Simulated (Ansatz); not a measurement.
# 1T-SiSTe bilayer (AA) in a perpendicular field

What dipole does a perpendicular field induce in the 1T-SiSTe bilayer (AA)? A positive field points along +c.

Method: plane-wave DFT, PBE-D3(BJ), Ansatz PAW, in the first sound run; inputs show where later runs differ, in Ansatz 0.2.0.

## Step 1: The structure

The cell holds 6 atoms: 2 Te, 2 Si and 2 S. Its edges and angles: a = 3.361 Å, b = 3.361 Å, c = 46.560 Å, α = 90.0°, β = 90.0°, γ = 120.0°. Regions: layer 1: 1T-SiSTe, 3 atoms (1 Te, 1 Si and 1 S); layer 2: 1T-SiSTe, 3 atoms (1 Te, 1 Si and 1 S). Vacuum lies along c.

## Step 2: Relaxing the slab

The starting cell is a guess, so the in-plane lattice and the atoms are relaxed first, with the slab cut off from its images along the normal.

The input, input.yaml:

```yaml
crystal:
  lattice:
    - [3.3612985, 0.0, 0.0]
    - [-1.68064925, 2.9109698907, 0.0]
    - [0.0, 0.0, 46.5595576959]
  atoms:
    - { symbol: Te, position: [0.6666666667, 0.3333333333, 0.4166706249] }
    - { symbol: Si, position: [0.0, 0.0, 0.4469619706] }
    - { symbol: S, position: [0.3333333333, 0.6666666667, 0.466172359] }
    - { symbol: Te, position: [0.6666666667, 0.3333333333, 0.533827641] }
    - { symbol: Si, position: [0.0, 0.0, 0.5641189866] }
    - { symbol: S, position: [0.3333333333, 0.6666666667, 0.5833293751] }
  periodic: [true, true, false]
kpoints:
  mp_grid: { grid: [12, 12, 1] }
hamiltonian:
  xc: pbe
  dispersion: d3bj
scf:
  occupations: { method: fermi_dirac, width: 0.05 }
  convergence: { dr2_threshold: 1.0e-09 }
relax:
  f_tol: 0.004
  max_steps: 90
  cell: {}
output:
  write_potential: true
  write_density: true
  volumetric_format: npy
```

Run with:

```console
ansatz run input.yaml --threads 4 --pin off --max-ram 6144MiB --backend cpu --events-out ev --progress --plain --runs-dir out
```

Numbers of over 12 decimals in the logs are rounded to 6 here.

The log of the run:

```text
Warning: relax.cell: scf.convergence.dr2_threshold = 1e-9 eV is looser than the 1.90233483025e-10 eV advised for a relaxation that steers and ends on the stress (1e-10 eV for each atom of the cell: 6, times the square of relax.cell.stress_2d_tol = 0.05 N/m over 17.8 Å (the atoms' height at the walk's start and 5 Å past either face), 2.815e-2 GPa, over a crystal's default 0.05). What an SCF threshold leaves in a stress goes as its square root, and in the free energy as the threshold itself, and one threshold admits the most on a small cell: [figures from the program's tests cut] Set scf.convergence.dr2_threshold to 1.90233483025e-10 eV or tighter. [rest of the remark cut]
Engine: ansatz 0.2.0, x86_64-unknown-linux-gnu
Pseudopotentials: kind: paw
Pseudopotential: Te, paw, valence charge 16, recommended cutoff 420 eV (normal), Te.paw.azcp
Pseudopotential: Si, paw, valence charge 4, recommended cutoff 420 eV (normal), Si.paw.azcp
Pseudopotential: S, paw, valence charge 6, recommended cutoff 420 eV (normal), S.paw.azcp
Functional definition: PBE
  parameter kappa = 0.804
  parameter beta = 0.066725
  exchange = pbe_x(kappa = kappa, mu = beta*pi^2/3)
  correlation = pbe_c(beta = beta)
Crystal: 6 atoms, lattice volume = 455.568 Å³
Basis set: ecut = 420 eV, 9011 PW (Γ), exchange–correlation on 48×48×640 points (8 copies of the dense FFT grid, shifted against one another)
Bands: 32, of which v1, the nominal top of the filled ones, is band 26 counted from 1 (25 counted from 0)
Symmetry: 6 space group operations
Space group: P3m1 (ITA 156), of the structure as read, at distance tolerance 7.7e-5 Å
k-points: 19 of 144 (time reversal used)
Non-local potential: Te, projectors of the file, l = 0: 2, l = 1: 2, l = 2: 2, l = 3: 2
Non-local potential: Si, projectors of the file, l = 0: 2, l = 1: 2, l = 2: 2
Non-local potential: S, projectors of the file, l = 0: 2, l = 1: 2, l = 2: 2
PAW form: soft (Blöchl's): semilocal exchange-correlation on the pseudo side does not see the compensation charge
PAW one-centre angular grid: Te, 590 points (default); XC on 64 Gauss nodes
PAW one-centre angular grid: Si, 110 points (default); XC on 64 Gauss nodes
PAW one-centre angular grid: S, 110 points (default); XC on 64 Gauss nodes
Initial density: superposition of atomic densities (neutral atoms: chi_scale 0, normalization atom), corrected by the library's trained network
Initial wavefunctions: pseudopotential atomic-orbital guess
Functional: x = pbe(κ = 0.804, μ = 0.219515), c = pbe(β = 0.066725)
SCF iter   1: F=—  HF=-17033.783105 eV  |F-HF|=—  |Δ(HF+E_count)|=         —  Δρ=3.29e-3  dr2=1.97e0  ethr=1.77e-3  ⟨swp⟩=18.4  Hψ=5443  notcnv=0
preconditioner: auto → LDOS  [metal: Δε(μ)=0.030 eV  Ē_g=10.289 eV  σ=0.050 eV  W_gap=0.15  n_scr=28 (ndim 8)  ℏωp=9.8 eV  f_vac=0.745  D(μ)=2.23/eV (n_scr^D=12)  β→1.0]
SCF iter   2: F=—  HF=-17033.723266 eV  |F-HF|=—  |Δ(HF+E_count)|=   5.98e-2  Δρ=1.61e-3  dr2=6.63e-2  ethr=1.77e-3  ⟨swp⟩=4.0  Hψ=1003  notcnv=0  defer=20
SCF iter   3: F=—  HF=-17033.722274 eV  |F-HF|=—  |Δ(HF+E_count)|=   9.92e-4  Δρ=1.00e-3  dr2=2.33e-2  ethr=1.28e-4  ⟨swp⟩=4.5  Hψ=1390  notcnv=0  defer=20
SCF iter   4: F=—  HF=-17033.718140 eV  |F-HF|=—  |Δ(HF+E_count)|=   4.13e-3  Δρ=2.76e-4  dr2=8.89e-4  ethr=4.48e-5  ⟨swp⟩=3.5  Hψ=1196  notcnv=0  defer=20
SCF iter   5: F=—  HF=-17033.718093 eV  |F-HF|=—  |Δ(HF+E_count)|=   4.74e-5  Δρ=6.84e-5  dr2=5.19e-5  ethr=1.71e-6  ⟨swp⟩=3.1  Hψ=1262  notcnv=0  defer=20
SCF iter   6: F=—  HF=-17033.718021 eV  |F-HF|=—  |Δ(HF+E_count)|=   7.15e-5  Δρ=2.09e-5  dr2=4.57e-6  ethr=9.99e-8  ⟨swp⟩=3.3  Hψ=1277  notcnv=0  defer=20
SCF iter   7: F=—  HF=-17033.717995 eV  |F-HF|=—  |Δ(HF+E_count)|=   2.58e-5  Δρ=6.37e-6  dr2=2.40e-7  ethr=8.78e-9  ⟨swp⟩=3.3  Hψ=1286  notcnv=0  defer=20
SCF iter   8: F=—  HF=-17033.717995 eV  |F-HF|=—  |Δ(HF+E_count)|=   2.75e-7  Δρ=2.25e-6  dr2=2.73e-8  ethr=4.62e-10  ⟨swp⟩=4.1  Hψ=1560  notcnv=0  defer=20
SCF iter   9: F=—  HF=-17033.717996 eV  |F-HF|=—  |Δ(HF+E_count)|=   7.00e-8  Δρ=6.13e-7  dr2=1.75e-9  ethr=5.25e-11  ⟨swp⟩=3.4  Hψ=1277  notcnv=0  defer=20
SCF iter  10: F=-17033.717996 eV  HF=-17033.717996 eV  |F-HF|=3.39e-9  |Δ(HF+E_count)|=   1.97e-8  Δρ=1.18e-7  dr2=7.73e-11  ethr=1.92e-12  ⟨swp⟩=12.8  Hψ=5101  notcnv=0
SCF 1 converged in 10 iterations: F = -17033.717996 eV  dr2 = 7.73e-11
  greatest PAW one-centre occupation: 0.998 electrons in one spin orbital (limit 2), on the Te atom at site 3 (counted from 0), in its partial waves of l = 2
relax step   1: F+E_penalty+E_count = -17033.71799554 eV  Δ(F+E_penalty+E_count) = +0.000e0 eV  max|allowed force component| = 5.983e0 eV/Å  Δτ_max = 0.0000 Å  P = +42.382 N/m  Ω = 455.568 Å³  fix = [c, alpha, beta]  reactions: c +0.000 N/m  (10 SCF iters, accepted)
Crystal: 6 atoms, lattice volume = 466.501 Å³
Basis set: ecut = 420 eV, 9143 PW (Γ), exchange–correlation on 48×48×640 points (8 copies of the dense FFT grid, shifted against one another)
Initial density: handed on by an earlier stage of this run
Initial wavefunctions: those handed on with the density
iter 1 solved again at ethr=7.71e-4 eV; its pass at ethr=3.10e-3 eV (dr2=4.01e-1 eV) is discarded
SCF iter   1: F=—  HF=-17037.175949 eV  |F-HF|=—  |Δ(HF+E_count)|=         —  Δρ=7.10e-3  dr2=4.02e-1  ethr=7.71e-4  ⟨swp⟩=2.0  Hψ=5202  notcnv=0
preconditioner: auto → LDOS  [metal: Δε(μ)=0.048 eV  Ē_g=9.767 eV  σ=0.050 eV  W_gap=0.23  n_scr=28 (ndim 8)  ℏωp=9.7 eV  f_vac=0.736  D(μ)=2.22/eV (n_scr^D=12)  β→1.0]
SCF iter   2: F=—  HF=-17037.128247 eV  |F-HF|=—  |Δ(HF+E_count)|=   4.77e-2  Δρ=3.42e-3  dr2=1.44e-1  ethr=7.71e-4  ⟨swp⟩=4.9  Hψ=1368  notcnv=0  defer=4
SCF iter   3: F=—  HF=-17037.094373 eV  |F-HF|=—  |Δ(HF+E_count)|=   3.39e-2  Δρ=1.11e-3  dr2=1.57e-2  ethr=2.77e-4  ⟨swp⟩=4.4  Hψ=1365  notcnv=0  defer=8
SCF iter   4: F=—  HF=-17037.092734 eV  |F-HF|=—  |Δ(HF+E_count)|=   1.64e-3  Δρ=3.70e-4  dr2=1.25e-3  ethr=3.02e-5  ⟨swp⟩=2.7  Hψ=1114  notcnv=0  defer=9
SCF iter   5: F=—  HF=-17037.092598 eV  |F-HF|=—  |Δ(HF+E_count)|=   1.36e-4  Δρ=1.28e-4  dr2=2.97e-4  ethr=2.40e-6  ⟨swp⟩=3.2  Hψ=1336  notcnv=0  defer=9
SCF iter   6: F=—  HF=-17037.092579 eV  |F-HF|=—  |Δ(HF+E_count)|=   1.94e-5  Δρ=4.35e-5  dr2=1.59e-5  ethr=5.71e-7  ⟨swp⟩=2.9  Hψ=1101  notcnv=0  defer=9
SCF iter   7: F=—  HF=-17037.092513 eV  |F-HF|=—  |Δ(HF+E_count)|=   6.57e-5  Δρ=2.26e-5  dr2=2.82e-6  ethr=3.05e-8  ⟨swp⟩=3.1  Hψ=1364  notcnv=0  defer=9
SCF iter   8: F=—  HF=-17037.092485 eV  |F-HF|=—  |Δ(HF+E_count)|=   2.73e-5  Δρ=4.04e-6  dr2=2.26e-7  ethr=5.43e-9  ⟨swp⟩=2.8  Hψ=1267  notcnv=0  defer=9
[...]
SCF iter   6: F=—  HF=-17037.978925 eV  |F-HF|=—  |Δ(HF+E_count)|=   7.95e-5  Δρ=9.77e-6  dr2=9.73e-7  ethr=1.76e-8  ⟨swp⟩=3.2  Hψ=1325  notcnv=0  defer=5
SCF iter   7: F=—  HF=-17037.978902 eV  |F-HF|=—  |Δ(HF+E_count)|=   2.31e-5  Δρ=3.20e-6  dr2=7.05e-8  ethr=1.87e-9  ⟨swp⟩=3.4  Hψ=1306  notcnv=0  defer=4
SCF iter   8: F=—  HF=-17037.978902 eV  |F-HF|=—  |Δ(HF+E_count)|=   8.55e-8  Δρ=9.03e-7  dr2=3.59e-9  ethr=1.36e-10  ⟨swp⟩=3.4  Hψ=1263  notcnv=0  defer=4
SCF iter   9: F=-17037.978902 eV  HF=-17037.978902 eV  |F-HF|=1.40e-9  |Δ(HF+E_count)|=   1.21e-8  Δρ=2.36e-7  dr2=4.74e-10  ethr=1.92e-12  ⟨swp⟩=12.8  Hψ=4991  notcnv=0
SCF 3 converged in 9 iterations: F = -17037.978902 eV  dr2 = 4.74e-10
relax step   3: F+E_penalty+E_count = -17037.97890186 eV  Δ(F+E_penalty+E_count) = -8.864e-1 eV  max|allowed force component| = 1.112e0 eV/Å  Δτ_max = 0.1938 Å  P = +8.171 N/m  Ω = 470.499 Å³  energy of the carried Pulay correction = -7.160e-4 eV  fix = [c, alpha, beta]  reactions: c +0.000 N/m  (9 SCF iters, accepted)
[...]
relax step   4: F+E_penalty+E_count = -17038.27120550 eV  Δ(F+E_penalty+E_count) = -2.923e-1 eV  max|allowed force component| = 3.649e-1 eV/Å  Δτ_max = 0.1943 Å  P = +2.148 N/m  Ω = 485.393 Å³  energy of the carried Pulay correction = -1.408e-3 eV  fix = [c, alpha, beta]  reactions: c +0.000 N/m  (9 SCF iters, accepted)
[...]
relax step   5: F+E_penalty+E_count = -17038.31820816 eV  Δ(F+E_penalty+E_count) = -4.700e-2 eV  max|allowed force component| = 1.401e-1 eV/Å  Δτ_max = 0.1197 Å  P = +0.423 N/m  Ω = 489.339 Å³  energy of the carried Pulay correction = -1.587e-3 eV  fix = [c, alpha, beta]  reactions: c +0.000 N/m  (9 SCF iters, accepted)
[...]
relax step   6: F+E_penalty+E_count = -17038.32329471 eV  Δ(F+E_penalty+E_count) = -5.087e-3 eV  max|allowed force component| = 6.437e-2 eV/Å  Δτ_max = 0.1094 Å  P = -0.118 N/m  Ω = 491.002 Å³  energy of the carried Pulay correction = -1.662e-3 eV  fix = [c, alpha, beta]  reactions: c -0.000 N/m  (9 SCF iters, accepted)
[...]
relax step   7: F+E_penalty+E_count = -17038.32438228 eV  Δ(F+E_penalty+E_count) = -1.088e-3 eV  max|allowed force component| = 5.088e-2 eV/Å  Δτ_max = 0.0288 Å  P = +0.098 N/m  Ω = 489.325 Å³  energy of the carried Pulay correction = -1.587e-3 eV  fix = [c, alpha, beta]  reactions: c +0.000 N/m  (8 SCF iters, accepted)
[...]
relax step   8: F+E_penalty+E_count = -17038.32472747 eV  Δ(F+E_penalty+E_count) = -3.452e-4 eV  max|allowed force component| = 1.377e-3 eV/Å  Δτ_max = 0.0095 Å  P = +0.001 N/m  Ω = 490.074 Å³  energy of the carried Pulay correction = -1.621e-3 eV  fix = [c, alpha, beta]  reactions: c +0.000 N/m  (7 SCF iters, accepted)
Initial wavefunctions: pseudopotential atomic-orbital guess (no wavefunctions were taken with the density)
iter 1 solved again at ethr=3.07e-7 eV; its pass at ethr=3.10e-3 eV (dr2=1.60e-4 eV) is discarded
SCF iter   1: F=—  HF=-17038.323230 eV  |F-HF|=—  |Δ(HF+E_count)|=         —  Δρ=1.36e-4  dr2=2.47e-6  ethr=3.07e-7  ⟨swp⟩=5.7  Hψ=7593  notcnv=0
SCF iter   2: F=—  HF=-17038.326317 eV  |F-HF|=—  |Δ(HF+E_count)|=   3.09e-3  Δρ=8.24e-6  dr2=4.76e-7  ethr=4.75e-9  ⟨swp⟩=3.9  Hψ=1466  notcnv=0
SCF iter   3: F=—  HF=-17038.326310 eV  |F-HF|=—  |Δ(HF+E_count)|=   6.40e-6  Δρ=3.20e-6  dr2=5.70e-8  ethr=9.15e-10  ⟨swp⟩=2.9  Hψ=1276  notcnv=0
SCF iter   4: F=—  HF=-17038.326316 eV  |F-HF|=—  |Δ(HF+E_count)|=   5.67e-6  Δρ=6.37e-7  dr2=3.44e-9  ethr=1.10e-10  ⟨swp⟩=2.8  Hψ=1259  notcnv=0
SCF iter   5: F=-17038.326317 eV  HF=-17038.326317 eV  |F-HF|=3.36e-8  |Δ(HF+E_count)|=   4.76e-7  Δρ=2.60e-7  dr2=7.24e-10  ethr=1.92e-12  ⟨swp⟩=18.5  Hψ=5836  notcnv=0
SCF 9 converged in 5 iterations: F = -17038.326317 eV  dr2 = 7.24e-10
relax step   9: F+E_penalty+E_count = -17038.32631660 eV  Δ(F+E_penalty+E_count) = -1.589e-3 eV  max|allowed force component| = 1.481e-3 eV/Å  Δτ_max = 0.0000 Å  P = +0.006 N/m  Ω = 490.074 Å³  fix = [c, alpha, beta]  reactions: c +0.000 N/m  stress off target by 5.81e-3 N/m on what of the cell is left free  SCF on the basis re-selected at this cell (its energy is not comparable with the rows above)  (5 SCF iters)
basis re-selected at this cell: Δ(F+E_penalty+E_count) = -1.589e-3 eV, ΔP = +0.005 N/m vs the last step (what re-selecting the basis moved, of the pressure what is left beyond the Pulay correction that the steps carried, after the strain that the cell walked since its last selection, with what the two solves' SCF thresholds leave and, on support functions, any second-order correction that the steps lacked; it is no m [...]
WARN: The output density's exchange-correlation potential varies sharply where the density is thin. Do not read a vacuum level from v_tot or v_xc, or from such a field of the output density. On a cell that repeats whose density bears no net charge and no dipole along the vacuum's axis use v_es (v_loc + v_h of the components); under efield.dipole_correction with no amplitude use v_es + v_field, which holds any externa [...]
SCF converged after 5 iterations
Free energy (F): -17038.326317 eV
Harris-Foulkes:  -17038.326317 eV  (|F-HF|=3.36e-8)
Internal energy: -17038.309619 eV  (E = F + TS)
E sigma→0 (E₀):  -17038.317968 eV
Entropy (-TS):   -0.016697 eV (-2.783 meV/atom)
Fermi energy:    -4.640583 eV
--- Per-component energies (eV) ---
  E_band       = -1182.511940
  E_kinetic    = 660.217318
  E_local      = -182111.055414  (includes V_loc(G=0)·N_el)
  E_nonlocal   = -514.585884
  E_hartree    = 91018.218424
  E_xc         = -555.121034
  E_vxc        = -479.422222  (∫ρ·V_xc dr)
  E_paw        = -11549.959565  (= ΣΔE_a)
  E_vpaw       = -774.104038  (= ΣTr[D̂ρ^β])
  E_aug_tail   = -0.000355  (compensation charges beyond the density's cutoff)
  E_ewald      = 86016.006747
  E_disp       = -2.029856  (pairwise vdW)
  E_smearing   = -0.016697  (= −TS)
  E_closure    = -0.000000  (closes the sum)
  Σ components = -17038.326317   (vs F -17038.326317, Δ=0.00e0)
--- Forces (eV/Å), atoms counted from 1 ---
  atom   1  Te     0.00000000     0.00000000     0.00042686
  atom   2  Si     0.00000000    -0.00000000     0.00148076
  atom   3  S      0.00000000    -0.00000000    -0.00050464
  atom   4  Te     0.00000000    -0.00000000    -0.00005907
  atom   5  Si     0.00000000     0.00000000    -0.00068201
  atom   6  S      0.00000000    -0.00000000    -0.00066573
  max |Σ_I F_I| component: 3.84e-6 eV/Å
--- 2D stress c σ (N/m, compression-positive) ---
        0.005806      -0.000000      -0.000000
       -0.000000       0.005806       0.000000
       -0.000000       0.000000       0.000000
  P = ½ c Tr σ = 0.0058 N/m
--- Band table (eV; the first three rows and the last of 19) ---
  k-point 0: bands = [... 22 lower, -4.1248, -4.1248, -4.0504, -4.0504, -3.7663, -3.3846, -1.4300, -1.2216, ... 2 higher]
  k-point 1: bands = [... 22 lower, -4.9270, -4.8334, -4.2062, -4.1328, -3.2427, -2.9855, -1.4986, -1.3719, ... 2 higher]
  k-point 2: bands = [... 22 lower, -6.3237, -6.1335, -4.4867, -4.3959, -3.1600, -2.9749, -1.6195, -1.2142, ... 2 higher]
  k-point 18: bands = [... 22 lower, -7.5466, -6.9925, -6.8159, -6.3001, -4.4661, -3.9264, -1.2799, -0.5386, ... 2 higher]
  the weakly bound empty levels are not read free of the cell's end (no_gap_told)
--- Relaxed structure (8 steps of the walk, 8 accepted, 1 SCFs on fresh bases) ---
  F+E_penalty+E_count = -17038.32631660 eV   max|allowed force component| = 1.481e-3 eV/Å   (the final SCF, on the basis selected at the relaxed cell)
  cell:  # Å, volume = 490.0745 Å³
    - [3.486272, 0.0, 0]
    - [-1.743136, 3.019200, 0]
    - [0, 0, 46.5595576959]
  atoms:
    - { symbol: Te, position: [0.666667, 0.333333, 0.400400] }
    - { symbol: Si, position: [0, 0, 0.438296] }
    - { symbol: S, position: [0.333333, 0.666667, 0.465098] }
    - { symbol: Te, position: [0.666667, 0.333333, 0.534741] }
    - { symbol: Si, position: [0, 0, 0.572851] }
    - { symbol: S, position: [0.333333, 0.666667, 0.599694] }
```

The job ended after 46 s (4 threads of Intel Xeon Platinum 8488C (Sapphire Rapids), shared host; peak memory 0.96 GiB).

Relaxation path:

```tsv
step	energy less that of the first step (eV)	largest force component (eV/Å)	volume (Å³)
1	0.0000	5.9825	455.57
2	-3.3745	3.0401	466.50
3	-4.2609	1.1121	470.50
4	-4.5532	0.3649	485.39
5	-4.6002	0.1401	489.34
6	-4.6053	0.0644	491.00
7	-4.6064	0.0509	489.32
8	-4.6067	0.0014	490.07
9*	-4.6083	0.0015	490.07
```

Relaxation steps marked * repeat the geometry before them on a plane-wave basis chosen anew for their cell, so energy and pressure can jump there.

Forces are held to the 6 operations that the run works with; a distortion that breaks them can't arise in this run.

```tsv
cell as run	before	after	change
a (Å)	3.361	3.486	+3.7 %
b (Å)	3.361	3.486	+3.7 %
```

The atoms that moved most (Å, along periodic axes as changes of fractional coordinates times the final cell, across vacuum about the mean position):

```tsv
atom	dx	dy	dz	length
S6	0.000	0.000	0.762	0.762
Te1	0.000	0.000	-0.758	0.758
Si5	0.000	0.000	0.407	0.407
Si2	0.000	0.000	-0.403	0.403
S3	0.000	0.000	-0.050	0.050
Te4	0.000	0.000	0.043	0.043
```

Final coordinates:

```xyz
6
Lattice="3.4863 0.0000 0.0000 -1.7431 3.0192 0.0000 0.0000 0.0000 46.5596" Properties=species:S:1:pos:R:3
Te    1.7431    1.0064   18.6425
Si    0.0000    0.0000   20.4069
S     0.0000    2.0128   21.6548
Te    1.7431    1.0064   24.8973
Si    0.0000    0.0000   26.6717
S     0.0000    2.0128   27.9215
```

This step gave:

```yaml
energy_at_zero_smearing: -17038.3180 eV
```

The lattice constant a goes from 3.361 to 3.486 Å.

[end of part 1 of 4]

[Logs are printed without paths, hosts, clocks, repeated set-up lines and the standing remarks that a program may print on its own settings, such as how far it seeks lower states.]

[Hosts, paths, dates, database ids (printed as entryN), source tags and the programs' standing remarks are cut or masked in the printed files.]

[Maps of the electrostatic potential energy from Ansatz leave out the sawtooth potential of an applied field or a dipole correction, so their vacuum need not be flat; planar profiles and work functions include it.]
